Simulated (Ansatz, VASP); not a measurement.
# TiFe in two plane-wave programs

Aim: how closely do two programs agree when they are given the same cell, functional and k mesh? The cell is taken from a series of runs on this material, whose earlier steps may have relaxed, scaled, displaced or heated it; both programs get it as it stands.

Main program and level: Ansatz 0.2.0; plane waves, with VASP 6.6.1 beside it; elastic constants at LDA.

## (1) The structure

It takes space group Pm-3m (No. 221, cubic). Conventional cell: a = 2.885 Å, b = 2.885 Å, c = 2.885 Å, α = 90.00°, β = 90.00°, γ = 90.00°. Nearest to Ti lie 8 Fe at 2.50 Å. Fe has 8 Ti at 2.50 Å nearest. Farther neighbours are not listed.

Coordinates:

```xyz
2
Lattice="2.8854 0.0000 0.0000 0.0000 2.8854 0.0000 0.0000 0.0000 2.8854" Properties=species:S:1:pos:R:3 pbc="T T T"
Ti    1.4427    1.4427    1.4427
Fe    0.0000    0.0000    0.0000
```

## (2) VASP: elastic constants, LDA

Elastic constants are differences of stresses under small strains, so they test the stress and the mesh.

Lines of VASP's logs that name or quote its potential files are left out, and so is its time.

Contents of INCAR:

```
SYSTEM = TiFe
PREC = Accurate
ENCUT = 600
EDIFF = 1E-08
NELM = 120
ISMEAR = 1
SIGMA = 0.25
LREAL = .FALSE.
ALGO = Normal
GGA = CA
NBANDS = 16
LASPH = .TRUE.
LORBIT = 11
LWAVE = .FALSE.
LCHARG = .FALSE.
ISIF = 3
IBRION = 6
NFREE = 2
POTIM = 0.015
NSW = 1
GGA_COMPAT = .FALSE.
KPAR = 2
```

Contents of POSCAR:

```
TiFe
1.0
    2.8854323997      0.0000000000      0.0000000000
    0.0000000000      2.8854323997      0.0000000000
    0.0000000000      0.0000000000      2.8854323997
Ti Fe
1 1
Direct
    0.5000000000      0.5000000000      0.5000000000
    0.0000000000      0.0000000000      0.0000000000
```

Contents of KPOINTS:

```
Automatic mesh
0
Gamma
26 26 26
0 0 0
```

PAW data sets: Ti_sv and Fe (LDA family, release 64).

Run with:

```
mpirun -np 2 vasp_std
```

Numbers of over 12 decimals in the logs are rounded to 6 here.

The log of the run:

```text
[banner, memory and clock lines left out]
running    2 mpi-ranks, on    1 nodes
 distrk:  each k-point on    1 cores,    2 groups
 distr:  one band on    1 cores,    1 groups

 POSCAR found type information on POSCAR TiFe
 POSCAR found :  2 types and       2 ions
 LDA part: xc-table for (Slater(with rela. corr.)+CA(PZ))
 , standard interpolation
 POSCAR, INCAR and KPOINTS ok, starting setup
 FFT: planning ... GRIDC
 FFT: planning ... GRID_SOFT
 FFT: planning ... GRID
 WAVECAR not read
 entering main loop
       N       E                     dE             d eps       ncg     rms          rms(c)
DAV:   1     0.161507922954E+03    0.16151E+03   -0.11499E+04 18376   0.183E+03
DAV:   2    -0.787060699867E+01   -0.16938E+03   -0.16392E+03 18920   0.385E+02
DAV:   3    -0.207593703068E+02   -0.12889E+02   -0.12738E+02 29264   0.101E+02
DAV:   4    -0.213151413743E+02   -0.55577E+00   -0.55473E+00 20832   0.163E+01
DAV:   5    -0.213359396765E+02   -0.20798E-01   -0.20797E-01 25296   0.319E+00    0.162E+01
DAV:   6    -0.205912239265E+02    0.74472E+00   -0.20094E+01 19408   0.622E+01    0.130E+01
DAV:   7    -0.200625112628E+02    0.52871E+00   -0.20308E+01 24264   0.507E+01    0.137E+01
DAV:   8    -0.189356908790E+02    0.11268E+01   -0.45421E+00 25496   0.244E+01    0.279E+00
DAV:   9    -0.189165864874E+02    0.19104E-01   -0.14733E-01 20960   0.409E+00    0.163E+00
DAV:  10    -0.189179161268E+02   -0.13296E-02   -0.57610E-02 23696   0.291E+00    0.317E-01
DAV:  11    -0.189168836228E+02    0.10325E-02   -0.52477E-03 22120   0.856E-01    0.143E-01
DAV:  12    -0.189168209085E+02    0.62714E-04   -0.31733E-04 22168   0.172E-01    0.820E-02
DAV:  13    -0.189167557240E+02    0.65185E-04   -0.88397E-05 19232   0.835E-02    0.274E-02
DAV:  14    -0.189167529366E+02    0.27874E-05   -0.14411E-05 21464   0.341E-02    0.666E-03
DAV:  15    -0.189167531519E+02   -0.21539E-06   -0.13135E-06 20656   0.125E-02    0.142E-03
DAV:  16    -0.189167531675E+02   -0.15539E-07   -0.13650E-07 22592   0.323E-03    0.745E-04
DAV:  17    -0.189167531648E+02    0.26548E-08   -0.17477E-08 10736   0.178E-03
   1 F= -.18916753E+02 E0= -.18918311E+02  d E =0.467359E-02
[... from here on, the cycles between the ionic steps are left out ...]
   2 F= -.18909029E+02 E0= -.18910655E+02  d E =0.487777E-02
   3 F= -.18909777E+02 E0= -.18911233E+02  d E =0.436533E-02
   9 F= -.18915521E+02 E0= -.18917075E+02  d E =0.466303E-02
  10 F= -.18915521E+02 E0= -.18917075E+02  d E =0.466302E-02
  11 F= -.18915521E+02 E0= -.18917075E+02  d E =0.466304E-02
  12 F= -.18915521E+02 E0= -.18917075E+02  d E =0.466302E-02
  13 F= -.18915521E+02 E0= -.18917075E+02  d E =0.466303E-02
  14 F= -.18916065E+02 E0= -.18917624E+02  d E =0.467724E-02
  15 F= -.18916065E+02 E0= -.18917624E+02  d E =0.467724E-02
  16 F= -.18916069E+02 E0= -.18917628E+02  d E =0.467724E-02
 Finite differences progress:
  Degree of freedom:   8/  8
  Displacement:        1/  2
  Total:              15/ 16
 bond charge predicted
       N       E                     dE             d eps       ncg     rms          rms(c)
DAV:   1    -0.189163616807E+02   -0.29277E-03   -0.23728E+00 47040   0.841E+00    0.358E-01
DAV:   2    -0.189170874261E+02   -0.72575E-03   -0.13988E-02 64272   0.128E+00    0.337E-01
DAV:   3    -0.189167041697E+02    0.38326E-03   -0.47526E-03 64080   0.799E-01    0.260E-01
DAV:   4    -0.189161080816E+02    0.59609E-03   -0.14404E-03 55176   0.351E-01    0.658E-02
DAV:   5    -0.189160733240E+02    0.34758E-04   -0.11619E-04 68032   0.142E-01    0.157E-02
DAV:   6    -0.189160697019E+02    0.36221E-05   -0.50050E-06 69248   0.266E-02    0.762E-03
DAV:   7    -0.189160689606E+02    0.74125E-06   -0.21300E-06 69840   0.175E-02    0.982E-04
DAV:   8    -0.189160689667E+02   -0.61232E-08   -0.77230E-08 50112   0.318E-03
  17 F= -.18916069E+02 E0= -.18917628E+02  d E =0.467731E-02
 Finite differences progress:
  Degree of freedom:   8/  8
  Displacement:        2/  2
  Total:              16/ 16
```

OUTCAR, selected parts (step 2):

```text
ion  position               nearest neighbor table
   1  0.500  0.500  0.500-   2 2.50   2 2.50   2 2.50   2 2.50   2 2.50   2 2.50   2 2.50   2 2.50

  LATTYP: Found a simple cubic cell.
 ALAT       =     2.8854323997

 Subroutine GETGRP returns: Found 48 space group operations
 (whereof 48 operations were pure point group operations)

The static configuration has the point symmetry O_h .

 Found    560 irreducible k-points:

   k-points           NKPTS =    560   k-points in BZ     NKDIM =    560   number of bands    NBANDS=     16

   dimension x,y,z NGX =    24 NGY =   24 NGZ =   24
   dimension x,y,z NGXF=    48 NGYF=   48 NGZF=   48

   ENCUT  =  600.0 eV  44.10 Ry    6.64 a.u.   5.76  5.76  5.76*2*pi/ulx,y,z

   NELECT =      20.0000    total number of electrons

 k-points in reciprocal lattice and weights: Automatic mesh
   0.00000000  0.00000000  0.00000000       0.000
   0.03846154  0.00000000  0.00000000       0.000
   0.07692308  0.00000000  0.00000000       0.000
   0.11538462  0.00000000  0.00000000       0.000
   0.15384615  0.00000000  0.00000000       0.000
   0.19230769  0.00000000  0.00000000       0.000
   0.23076923  0.00000000  0.00000000       0.000
   0.26923077  0.00000000  0.00000000       0.000
   0.30769231  0.00000000  0.00000000       0.000
[...]
0.50000000  0.50000000  0.46153846       0.000
   0.50000000  0.50000000  0.50000000       0.000

 average (electrostatic) potential at core
       1 -71.5419       2 -40.6659

 E-fermi :   9.0817

 k-point     1 :       0.0000    0.0000    0.0000
  band No.  band energies     occupation
    ...
      6       4.9332      2.00000
      7       4.9344      2.00000
      8       7.9952      2.00000
      9       7.9963      2.00000
     10       7.9963      2.00000
     11      10.4124     -0.00000
     12      10.4148     -0.00000
     13      12.5526     -0.00000
     14      12.5526     -0.00000
     15      12.5539     -0.00000
    ...

 k-point     2 :       0.0385    0.0000    0.0000
  band No.  band energies     occupation
    ...
      6       4.9490      2.00000
      7       4.9534      2.00000
      8       7.9939      2.00000
      9       7.9939      2.00000
     10       8.0027      2.00000
     11      10.3941     -0.00000
     12      10.4207     -0.00000
     13      12.5012     -0.00000
     14      12.5012     -0.00000
     15      12.5441     -0.00000
    ...

 k-point     3 :       0.0769    0.0000    0.0000
  band No.  band energies     occupation
    ...
      6       4.9960      2.00000
      7       5.0089      2.00000
      8       7.9872      2.00000
      9       7.9872      2.00000
     10       8.0250      2.00000
     11      10.3326     -0.00000
     12      10.4449     -0.00000
     13      12.3548     -0.00000
     14      12.3548     -0.00000
     15      12.5151     -0.00000
    ...

  Total       -0.0398945     -0.0383311     -0.0383311      0.0000000      0.0000000      0.0000000
  in kB       -2.6606709     -2.5564043     -2.5564043      0.0000000      0.0000000      0.0000000
  external PRESSURE =      -2.5911598 kB  Pullay stress =       0.0000000 kB

  energy-cutoff  :      600.00
  volume of cell :       24.02
      direct lattice vectors                 reciprocal lattice vectors
     2.885432400  0.000000000  0.000000000     0.346568507  0.000000000  0.000000000
     0.000000000  2.885432400  0.000000000     0.000000000  0.346568507  0.000000000
     0.000000000  0.000000000  2.885432400     0.000000000  0.000000000  0.346568507

 POSITION                                       TOTAL-FORCE (eV/Angst)
 -----------------------------------------------------------------------------------
      1.44272      1.44272      1.44272        -0.091414     -0.000000      0.000000
     -0.01500      0.00000      0.00000         0.091414      0.000000     -0.000000
 -----------------------------------------------------------------------------------
    total drift:                               -0.000196      0.000000     -0.000000

  FREE ENERGIE OF THE ION-ELECTRON SYSTEM (eV)
  ---------------------------------------------------
  free  energy   TOTEN  =       -18.9160689667 eV

  energy  without entropy=      -18.9207462726  energy(sigma->0) =      -18.91762807

  SYMMETRIZED ELASTIC MODULI (kBar)
 Direction    XX          YY          ZZ          XY          YZ          ZX
 --------------------------------------------------------------------------------
 XX        4358.3261   1193.3327   1193.3327      0.0000     -0.0000     -0.0000
 YY        1193.3327   4358.3261   1193.3327      0.0000      0.0000      0.0000
 ZZ        1193.3327   1193.3327   4358.3261     -0.0000     -0.0000     -0.0000
 XY           0.0000      0.0000     -0.0000    730.9297      0.0000      0.0000
 YZ          -0.0000      0.0000     -0.0000      0.0000    730.9297      0.0000
 ZX          -0.0000      0.0000     -0.0000      0.0000      0.0000    730.9297
 --------------------------------------------------------------------------------

 Eigenvectors and eigenvalues of the dynamical matrix
 ----------------------------------------------------

   1 f  =    7.604954 THz    47.783336 2PiTHz  253.673965 cm-1    31.451549 meV
             X         Y         Z           dx          dy          dz
      1.442716  1.442716  1.442716    -0.593996   -0.431302   -0.000000
      0.000000  0.000000  0.000000     0.549501    0.398994   -0.000000

   2 f  =    7.604954 THz    47.783336 2PiTHz  253.673965 cm-1    31.451549 meV
             X         Y         Z           dx          dy          dz
      1.442716  1.442716  1.442716    -0.000000   -0.000000    0.734066
      0.000000  0.000000  0.000000     0.000000   -0.000000   -0.679078

   3 f  =    7.604954 THz    47.783336 2PiTHz  253.673965 cm-1    31.451549 meV
             X         Y         Z           dx          dy          dz
      1.442716  1.442716  1.442716    -0.431302    0.593996    0.000000
      0.000000  0.000000  0.000000     0.398994   -0.549501    0.000000

   4 f/i=    0.003429 THz     0.021542 2PiTHz    0.114362 cm-1     0.014179 meV
             X         Y         Z           dx          dy          dz
      1.442716  1.442716  1.442716     0.205345   -0.599053    0.245185
      0.000000  0.000000  0.000000     0.221973   -0.647561    0.265039

   5 f/i=    0.003429 THz     0.021542 2PiTHz    0.114362 cm-1     0.014179 meV
             X         Y         Z           dx          dy          dz
      1.442716  1.442716  1.442716     0.589356    0.066670   -0.330699
      0.000000  0.000000  0.000000     0.637079    0.072068   -0.357477

   6 f/i=    0.003429 THz     0.021542 2PiTHz    0.114362 cm-1     0.014179 meV
             X         Y         Z           dx          dy          dz
      1.442716  1.442716  1.442716     0.267656    0.312790    0.540064
      0.000000  0.000000  0.000000     0.289330    0.338118    0.583796

 ELASTIC MODULI CONTR FROM IONIC RELAXATION (kBar)
 Direction    XX          YY          ZZ          XY          YZ          ZX
 --------------------------------------------------------------------------------
 XX           0.0000      0.0000      0.0000      0.0000      0.0000      0.0000
 YY           0.0000      0.0000      0.0000      0.0000      0.0000      0.0000
 ZZ           0.0000      0.0000      0.0000      0.0000      0.0000      0.0000
 XY           0.0000      0.0000      0.0000      0.0000      0.0000      0.0000
 YZ           0.0000      0.0000      0.0000      0.0000      0.0000      0.0000
 ZX           0.0000      0.0000      0.0000      0.0000      0.0000      0.0000
 --------------------------------------------------------------------------------

 TOTAL ELASTIC MODULI (kBar)
 Direction    XX          YY          ZZ          XY          YZ          ZX
 --------------------------------------------------------------------------------
 XX        4358.3261   1193.3327   1193.3327      0.0000     -0.0000     -0.0000
 YY        1193.3327   4358.3261   1193.3327      0.0000      0.0000      0.0000
 ZZ        1193.3327   1193.3327   4358.3261     -0.0000     -0.0000     -0.0000
 XY           0.0000      0.0000     -0.0000    730.9297      0.0000      0.0000
 YZ          -0.0000      0.0000     -0.0000      0.0000    730.9297      0.0000
 ZX          -0.0000      0.0000     -0.0000      0.0000      0.0000    730.9297
 --------------------------------------------------------------------------------

 total charge
# of ion       s       p       d       tot
------------------------------------------
    1        2.284   6.227   1.993  10.504
    2        0.543   0.527   6.463   7.533
--------------------------------------------------
tot          2.827   6.754   8.456  18.037

[... 3 further parts left out ...]
```

CONTCAR:

```
TiFe
   1.00000000000000
     2.8854323997000000    0.0000000000000000    0.0000000000000000
     0.0000000000000000    2.8854323997000000    0.0000000000000000
     0.0000000000000000    0.0000000000000000    2.8854323997000000
  Ti              Fe
     1     1
Direct
     0.5000000000000000    0.5000000000000000    0.5000000000000000
    -0.0051985276111683    0.0000000000000000    0.0000000000000000
```

This run has no spin polarisation, so a moment on Fe, if there is one, isn't seen. The last energy, forces, stress and levels in OUTCAR belong to the last displaced cell, not to the cell of POSCAR.

Levels, forces or a CONTCAR printed for this step are those of its last displaced cell, not of the structure at rest.

(Continued in part 2 of 2.)

[Lines on the potential files, build, host, timing and source positions are cut from VASP's logs without a mark.]

[Logs are printed without paths, hosts, clocks, repeated set-up lines and the standing remarks that a program may print on its own settings, such as how far it seeks lower states.]

[Hosts, paths, dates, database ids (printed as entryN), source tags and the programs' standing remarks are cut or masked in the printed files.]
